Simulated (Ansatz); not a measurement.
BaTiO3: pressure and energy less free atoms against volume scale

All results are calculated (Ansatz 0.2.0). Periodic Kohn-Sham DFT of a crystal at fixed atoms, scaled to volume_scale times the given cell; pressure positive in compression, energy less spherical unpolarised free atoms, largest_vzz the field gradient of largest size among the nuclei.

The cell before it is scaled or strained (space group Pm-3m, No. 221):
```
BaTiO3
1.0
      4.0073     0.0000     0.0000
      0.0000     4.0073     0.0000
      0.0000     0.0000     4.0073
Ba Ti O
1 1 3
Direct
  0.50000 0.50000 0.50000
  0.00000 0.00000 0.00000
  0.50000 0.00000 0.00000
  0.00000 0.50000 0.00000
  0.00000 0.00000 0.50000
```

Settings of every row: method all-electron LAPW; functional PBE; relativity scalar; k mesh 8x8x8; filling fermi-dirac; smearing width 0.05 eV; basis error target 1 meV/atom; nucleus gaussian.

Atom start moment: 0 on all atoms.

Limits: no spin-orbit coupling on heavy atoms; atoms stay on their symmetric sites, though polar or tilted forms of a perovskite may lie lower.

| row | volume scale | V (Å³/atom) | pressure (GPa) | energy less free atoms (eV/atom) |
| --- | --- | --- | --- | --- |
| 1 | 0.94 | 12.098 | 13.528 | -7.7798 |
| 2 | 0.96 | 12.355 | 9.073 | -7.7979 |
| 3 | 0.98 | 12.613 | 5.08 | -7.8092 |
| 4 | 0.99 | 12.742 | ? | ? |
| 5 | 1 | 12.87 | 1.501 | -7.8144 |
| 6 | 1.01 | 12.999 | -0.147 | -7.8149 |
| 7 | 1.02 | 13.128 | -1.708 | -7.8142 |
| 8 | 1.04 | 13.385 | -4.585 | -7.8091 |
| 9 | 1.06 | 13.642 | -7.164 | -7.7996 |

Question: what pressure and energy less free atoms should row 4 give?

Worked fit of pressure. Take u = (V_r/V)^(2/3) − 1 with V_r = 12.934 Å³ an atom, which is twice the finite (Eulerian) strain; such expansions in the strain, on which the Birch-Murnaghan equation of state is built, carry the rest volume and the bulk modulus. The shown rows have u = 0.04555, 0.031, 0.0169, 0.00331, -0.00334, -0.00988, -0.02259, -0.03491. Least squares give pressure = 0.6743 + 248.309 × u + 707.89 × u² + 781 × u³ GPa; a parabola predicts inner rows, each left out in turn, worse (root mean square 0.013 against 0.0041 GPa). The rows lie off it by 0.001, -0.002, 0.003, -0.003, 0.000, 0.003, -0.002, 0.001. The pressure vanishes at u = -0.0027, or V = 12.99 Å³ an atom, and there the bulk modulus at fixed shape and fractions is B = −V dP/dV = (2/3)(1 + u) dP/du = 163 GPa. The withheld row has u = 0.01002, so the fit gives 0.6743 + 248.309 × (0.01002) + 707.89 × (0.01002)² + 781 × (0.01002)³ = 3.234 GPa.

The calculation gave 3.242 GPa. The fit lies 0.008 GPa (0.039 % of the column's range) below it; its largest miss of a shown row is 0.003 GPa.

Worked fit of energy less free atoms. Take u = (V_r/V)^(2/3) − 1 with V_r = 12.934 Å³ an atom, which is twice the finite (Eulerian) strain; such expansions in the strain, on which the Birch-Murnaghan equation of state is built, carry the rest volume and the bulk modulus. The shown rows have u = 0.04555, 0.031, 0.0169, 0.00331, -0.00334, -0.00988, -0.02259, -0.03491. Least squares give energy less free atoms = −7.81484 + 0.0801 × u + 14.934 × u² + 4.2 × u³ eV/atom; a parabola predicts inner rows, each left out in turn, worse (root mean square 7.6e-05 against 3.6e-05 eV/atom). All shown rows lie on it to the printed digit. Its lowest point lies at u = -0.0027, or V = 12.99 Å³ an atom, and the curvature there gives the bulk modulus at fixed shape and fractions, B = (4/9)(1 + u)² E″(u)/V = 163 GPa. The withheld row has u = 0.01002, so the fit gives −7.81484 + 0.0801 × (0.01002) + 14.934 × (0.01002)² + 4.2 × (0.01002)³ = -7.8125 eV/atom.

The calculation gave -7.8125 eV/atom. The fit meets it to the printed digit.
